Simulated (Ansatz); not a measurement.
# Iridium, hcp under PBE: ground state and equation of state, part 2 of 2

What does PBE give for iridium in the hcp structure? We relax it, solve it on a dense k-mesh, switch on spin-orbit coupling, then scale the cell to 7 volumes from 88 to 112 % of the relaxed one and try a fit of the equation of state. The k-meshes are 13×13×7 for the relaxation; 22×22×12 for the dense run; 13×13×7 for spin-orbit coupling; 15×15×8 for the volumes.

Ansatz 0.2.0; DFT, PBE, plane waves (420 eV) with PAW, scalar-relativistic. The steps go on from the part before.

### 6 At 92 % of the relaxed volume

This is Ir in the hcp structure; at room conditions it is fcc.

File input.yaml:

```yaml
crystal:
  lattice:
    - [2.6732824085, 0.0, 0.0]
    - [-1.3366412042, 2.3151304772, 0.0]
    - [0.0, 0.0, 4.3357382203]
  atoms:
    - { symbol: Ir, position: [0.3333333333, 0.6666666667, 0.25] }
    - { symbol: Ir, position: [0.6666666667, 0.3333333333, 0.75] }
hamiltonian:
  xc: pbe
  pseudopotentials:
    kind: paw
    azcp:
      Ir: "pseudopotentials/Ir.paw.azcp"
basis:
  ecutwfc: 420
  fft_grid_basis: typed
kpoints:
  mp_grid: { grid: [15, 15, 8], shift: [0, 0, 0] }
magnetization:
  spin_polarized: false
scf:
  occupations: { method: fermi_dirac, width: 0.1 }
  lower_state_search: "off"
output:
  stress: true
```

What it wrote (excerpt; [...] marks lines left out):

```text
[...]
Pseudopotentials: kind: paw
Pseudopotential: Ir, paw, valence charge 17, recommended cutoff 420 eV (normal), <dir>
Functional definition: PBE
[...]
Crystal: 2 atoms, lattice volume = 26.834 Å³
Basis set: ecut = 420 eV, 537 PW (Γ)
Bands: 21, of which v1, the nominal top of the filled ones, is band 17 counted from 1 (16 counted from 0)
Symmetry: 24 space group operations
Space group: P63/mmc (ITA 194), of the structure as read, at distance tolerance 3.0e-5 Å
k-points: 135 of 1800
[...]
SCF iter   1: F=—  HF=-23870.273894 eV  |F-HF|=—  |Δ(HF+E_count)|=         —  Δρ=8.86e-3  dr2=5.52e-3  ethr=1.77e-3  ⟨swp⟩=4.8  Hψ=11261  notcnv=0
[...]
SCF iter   6: F=-23870.278949 eV  HF=-23870.278949 eV  |F-HF|=5.82e-11  |Δ(HF+E_count)|=   3.82e-9  Δρ=1.76e-6  dr2=2.14e-10  ethr=3.55e-11  ⟨swp⟩=2.0  Hψ=8645  notcnv=0
[...]
SCF converged after 6 iterations
Free energy (F): -23870.278949 eV
[...]
E sigma→0 (E₀):  -23870.244575 eV
Entropy (-TS):   -0.068747 eV (-34.374 meV/atom)
Fermi energy:    27.731639 eV
[...]
--- Stress (GPa, compression-positive) ---
       34.859428       0.000000       0.000000
        0.000000      34.859428       0.000000
        0.000000       0.000000      35.366188
  P = ⅓ Tr σ = 35.0283 GPa (350.283 kbar)
```

Wall time 5.5 s (1 thread of an x86-64 CPU, shared host); peak memory 0.52 GiB.

### 7 At 96 % of the relaxed volume

input.yaml: that of step 6 with these lines changed.

```diff
@@ -2,5 +2,5 @@
   lattice:
-    - [2.6732824085, 0.0, 0.0]
-    - [-1.3366412042, 2.3151304772, 0.0]
-    - [0.0, 0.0, 4.3357382203]
+    - [2.7114773175, 0.0, 0.0]
+    - [-1.3557386588, 2.3482082387, 0.0]
+    - [0.0, 0.0, 4.3976857072]
   atoms:
```

What it wrote (excerpt; [...] marks lines left out):

```text
[...]
Pseudopotentials: kind: paw
Pseudopotential: Ir, paw, valence charge 17, recommended cutoff 420 eV (normal), <dir>
Functional definition: PBE
[...]
Crystal: 2 atoms, lattice volume = 28.001 Å³
Basis set: ecut = 420 eV, 549 PW (Γ)
Bands: 21, of which v1, the nominal top of the filled ones, is band 17 counted from 1 (16 counted from 0)
Symmetry: 24 space group operations
Space group: P63/mmc (ITA 194), of the structure as read, at distance tolerance 3.0e-5 Å
k-points: 135 of 1800
[...]
SCF iter   1: F=—  HF=-23870.453729 eV  |F-HF|=—  |Δ(HF+E_count)|=         —  Δρ=8.43e-3  dr2=5.72e-3  ethr=1.77e-3  ⟨swp⟩=4.5  Hψ=10970  notcnv=0
[...]
SCF iter   6: F=-23870.459286 eV  HF=-23870.459286 eV  |F-HF|=2.55e-11  |Δ(HF+E_count)|=   4.37e-9  Δρ=1.77e-6  dr2=2.17e-10  ethr=4.03e-11  ⟨swp⟩=2.0  Hψ=8654  notcnv=0
[...]
SCF converged after 6 iterations
Free energy (F): -23870.459286 eV
[...]
E sigma→0 (E₀):  -23870.422282 eV
Entropy (-TS):   -0.074008 eV (-37.004 meV/atom)
Fermi energy:    26.297799 eV
[...]
--- Stress (GPa, compression-positive) ---
       15.265047       0.000000       0.000000
        0.000000      15.265047       0.000000
        0.000000       0.000000      15.360997
  P = ⅓ Tr σ = 15.2970 GPa (152.970 kbar)
```

Wall time 4.3 s (1 thread of an x86-64 CPU, shared host); peak memory 0.52 GiB.

### 8 At 100 % of the relaxed volume

input.yaml: that of step 7 with these lines changed.

```diff
@@ -2,5 +2,5 @@
   lattice:
-    - [2.7114773175, 0.0, 0.0]
-    - [-1.3557386588, 2.3482082387, 0.0]
-    - [0.0, 0.0, 4.3976857072]
+    - [2.7486254586, 0.0, 0.0]
+    - [-1.3743127293, 2.3803794726, 0.0]
+    - [0.0, 0.0, 4.457935464]
   atoms:
```

What it wrote (excerpt; [...] marks lines left out):

```text
[...]
Pseudopotentials: kind: paw
Pseudopotential: Ir, paw, valence charge 17, recommended cutoff 420 eV (normal), <dir>
Functional definition: PBE
[...]
Crystal: 2 atoms, lattice volume = 29.167 Å³
Basis set: ecut = 420 eV, 573 PW (Γ)
Bands: 21, of which v1, the nominal top of the filled ones, is band 17 counted from 1 (16 counted from 0)
Symmetry: 24 space group operations
Space group: P63/mmc (ITA 194), of the structure as read, at distance tolerance 3.1e-5 Å
k-points: 135 of 1800
[...]
SCF iter   1: F=—  HF=-23870.506394 eV  |F-HF|=—  |Δ(HF+E_count)|=         —  Δρ=8.14e-3  dr2=6.12e-3  ethr=1.77e-3  ⟨swp⟩=4.5  Hψ=10886  notcnv=0
[...]
SCF iter   6: F=-23870.512062 eV  HF=-23870.512062 eV  |F-HF|=5.09e-11  |Δ(HF+E_count)|=   4.67e-9  Δρ=1.70e-6  dr2=2.13e-10  ethr=5.01e-11  ⟨swp⟩=2.0  Hψ=8702  notcnv=0
[...]
SCF converged after 6 iterations
Free energy (F): -23870.512062 eV
[...]
E sigma→0 (E₀):  -23870.472329 eV
Entropy (-TS):   -0.079467 eV (-39.733 meV/atom)
Fermi energy:    24.976718 eV
[...]
--- Stress (GPa, compression-positive) ---
       -0.103511       0.000000       0.000000
        0.000000      -0.103511       0.000000
        0.000000       0.000000      -0.318271
  P = ⅓ Tr σ = -0.1751 GPa (-1.751 kbar)
```

Wall time 3.7 s (1 thread of an x86-64 CPU, shared host); peak memory 0.53 GiB.

### 9 At 104 % of the relaxed volume

input.yaml: that of step 8 with these lines changed.

```diff
@@ -2,5 +2,5 @@
   lattice:
-    - [2.7486254586, 0.0, 0.0]
-    - [-1.3743127293, 2.3803794726, 0.0]
-    - [0.0, 0.0, 4.457935464]
+    - [2.7847957309, 0.0, 0.0]
+    - [-1.3923978655, 2.4117038473, 0.0]
+    - [0.0, 0.0, 4.516599237]
   atoms:
```

What it wrote (excerpt; [...] marks lines left out):

```text
[...]
Pseudopotentials: kind: paw
Pseudopotential: Ir, paw, valence charge 17, recommended cutoff 420 eV (normal), <dir>
Functional definition: PBE
[...]
Crystal: 2 atoms, lattice volume = 30.334 Å³
Basis set: ecut = 420 eV, 591 PW (Γ)
Bands: 21, of which v1, the nominal top of the filled ones, is band 17 counted from 1 (16 counted from 0)
Symmetry: 24 space group operations
Space group: P63/mmc (ITA 194), of the structure as read, at distance tolerance 3.1e-5 Å
k-points: 135 of 1800
[...]
SCF iter   1: F=—  HF=-23870.459419 eV  |F-HF|=—  |Δ(HF+E_count)|=         —  Δρ=7.93e-3  dr2=6.59e-3  ethr=1.77e-3  ⟨swp⟩=4.5  Hψ=10776  notcnv=0
[...]
SCF iter   6: F=-23870.464921 eV  HF=-23870.464921 eV  |F-HF|=2.18e-11  |Δ(HF+E_count)|=   5.13e-9  Δρ=1.67e-6  dr2=2.22e-10  ethr=6.11e-11  ⟨swp⟩=2.0  Hψ=8713  notcnv=0
[...]
SCF converged after 6 iterations
Free energy (F): -23870.464921 eV
[...]
E sigma→0 (E₀):  -23870.422394 eV
Entropy (-TS):   -0.085055 eV (-42.527 meV/atom)
Fermi energy:    23.755727 eV
[...]
--- Stress (GPa, compression-positive) ---
      -12.126968      -0.000000      -0.000000
       -0.000000     -12.126968      -0.000000
       -0.000000      -0.000000     -12.579106
  P = ⅓ Tr σ = -12.2777 GPa (-122.777 kbar)
```

Run time: 5 s. Hardware: 1 thread of an x86-64 CPU, shared host; peak memory 0.53 GiB.

### 10 At 108 % of the relaxed volume

input.yaml: that of step 9 with these lines changed.

```diff
@@ -2,5 +2,5 @@
   lattice:
-    - [2.7847957309, 0.0, 0.0]
-    - [-1.3923978655, 2.4117038473, 0.0]
-    - [0.0, 0.0, 4.516599237]
+    - [2.8200500524, 0.0, 0.0]
+    - [-1.4100250262, 2.4422349853, 0.0]
+    - [0.0, 0.0, 4.5737774492]
   atoms:
```

What it wrote (excerpt; [...] marks lines left out):

```text
[...]
Pseudopotentials: kind: paw
Pseudopotential: Ir, paw, valence charge 17, recommended cutoff 420 eV (normal), <dir>
Functional definition: PBE
[...]
Crystal: 2 atoms, lattice volume = 31.501 Å³
Basis set: ecut = 420 eV, 615 PW (Γ)
Bands: 21, of which v1, the nominal top of the filled ones, is band 17 counted from 1 (16 counted from 0)
Symmetry: 24 space group operations
Space group: P63/mmc (ITA 194), of the structure as read, at distance tolerance 3.2e-5 Å
k-points: 135 of 1800
[...]
SCF iter   1: F=—  HF=-23870.334590 eV  |F-HF|=—  |Δ(HF+E_count)|=         —  Δρ=7.73e-3  dr2=7.06e-3  ethr=1.77e-3  ⟨swp⟩=4.4  Hψ=10689  notcnv=0
[...]
SCF iter   6: F=-23870.339746 eV  HF=-23870.339746 eV  |F-HF|=5.31e-10  |Δ(HF+E_count)|=   2.62e-9  Δρ=3.13e-6  dr2=2.34e-9  ethr=2.03e-10  ⟨swp⟩=2.1  Hψ=8935  notcnv=0
[...]
SCF converged after 6 iterations
Free energy (F): -23870.339746 eV
[...]
E sigma→0 (E₀):  -23870.294352 eV
Entropy (-TS):   -0.090789 eV (-45.394 meV/atom)
Fermi energy:    22.623838 eV
[...]
--- Stress (GPa, compression-positive) ---
      -21.493100       0.000000      -0.000000
        0.000000     -21.493100      -0.000000
       -0.000000      -0.000000     -22.134873
  P = ⅓ Tr σ = -21.7070 GPa (-217.070 kbar)
```

Wall time 5.2 s (1 thread of an x86-64 CPU, shared host); peak memory 0.53 GiB.

### 11 At 112 % of the relaxed volume

input.yaml: that of step 10 with these lines changed.

```diff
@@ -2,5 +2,5 @@
   lattice:
-    - [2.8200500524, 0.0, 0.0]
-    - [-1.4100250262, 2.4422349853, 0.0]
-    - [0.0, 0.0, 4.5737774492]
+    - [2.8544442964, 0.0, 0.0]
+    - [-1.4272221482, 2.4720212743, 0.0]
+    - [0.0, 0.0, 4.6295607207]
   atoms:
```

What it wrote (excerpt; [...] marks lines left out):

```text
[...]
Pseudopotentials: kind: paw
Pseudopotential: Ir, paw, valence charge 17, recommended cutoff 420 eV (normal), <dir>
Functional definition: PBE
[...]
Crystal: 2 atoms, lattice volume = 32.667 Å³
Basis set: ecut = 420 eV, 627 PW (Γ)
Bands: 21, of which v1, the nominal top of the filled ones, is band 17 counted from 1 (16 counted from 0)
Symmetry: 24 space group operations
Space group: P63/mmc (ITA 194), of the structure as read, at distance tolerance 3.2e-5 Å
k-points: 135 of 1800
[...]
SCF iter   1: F=—  HF=-23870.149236 eV  |F-HF|=—  |Δ(HF+E_count)|=         —  Δρ=7.53e-3  dr2=7.44e-3  ethr=1.77e-3  ⟨swp⟩=4.3  Hψ=10582  notcnv=0
[...]
SCF iter   6: F=-23870.153952 eV  HF=-23870.153952 eV  |F-HF|=3.97e-10  |Δ(HF+E_count)|=   6.06e-9  Δρ=3.10e-6  dr2=2.46e-9  ethr=1.99e-10  ⟨swp⟩=2.2  Hψ=8783  notcnv=0
[...]
SCF converged after 6 iterations
Free energy (F): -23870.153952 eV
[...]
E sigma→0 (E₀):  -23870.105579 eV
Entropy (-TS):   -0.096746 eV (-48.373 meV/atom)
Fermi energy:    21.571829 eV
[...]
--- Stress (GPa, compression-positive) ---
      -28.742697       0.000000       0.000000
        0.000000     -28.742697       0.000000
        0.000000       0.000000     -29.537182
  P = ⅓ Tr σ = -29.0075 GPa (-290.075 kbar)
```

Wall time 5.6 s (1 thread of an x86-64 CPU, shared host); peak memory 0.53 GiB.

### 12 Fitting the volumes

The cell was scaled evenly, with its shape and the fractional positions fixed.

```csv
V (Å³/atom),E − E₀ (meV/atom),P from the stress (GPa),P from the fit (GPa)
12.834,284.1,60.17,59.94
13.417,113.9,35.03,34.65
14.000,25.0,15.30,14.91
14.584,0.0,-0.18,-0.54
15.167,25.0,-12.28,-12.64
15.750,89.0,-21.71,-22.11
16.334,183.4,-29.01,-29.48
```

A third-order Birch-Murnaghan fit gives V₀ = 14.560 Å³/atom, B₀ = 344 GPa and B₀′ = 5.1; it misses no point by more than 0.07 meV/atom.

Fit and stress differ a little: one follows E(σ → 0), the other the smeared free energy.

### 13 Outcome

The summary covers parts 1 to 2.

```
                      quantity                                   value
space group (spins left aside)                      P6_3/mmc (No. 194)
             conventional cell  a = 2.749 Å, c = 4.458 Å (c/a = 1.622)
                        volume                          14.584 Å³/atom
             shortest distance                                 2.736 Å
               gap on the mesh            none (levels filled in part)
               relative to fcc                            +79 meV/atom
                   V₀, B₀, B₀′            14.560 Å³/atom, 344 GPa, 5.1
```

What this shows: The relaxation enlarged the cell by 3.1 % in volume. Against the reference form of iridium (fcc, computed apart with the same settings) it stands 79 meV/atom higher. No gap shows: it is a metal or semimetal at this level. Totals with and without spin-orbit coupling (-31.9 eV/atom apart) can't be read as binding, since the two-component data shift the zero of energy. The fitted modulus is 344 GPa, among the stiffest elements; letting shape and positions relax at each volume could only lower it. The symmetry was held, so the structure may be unstable against distortions that break it.
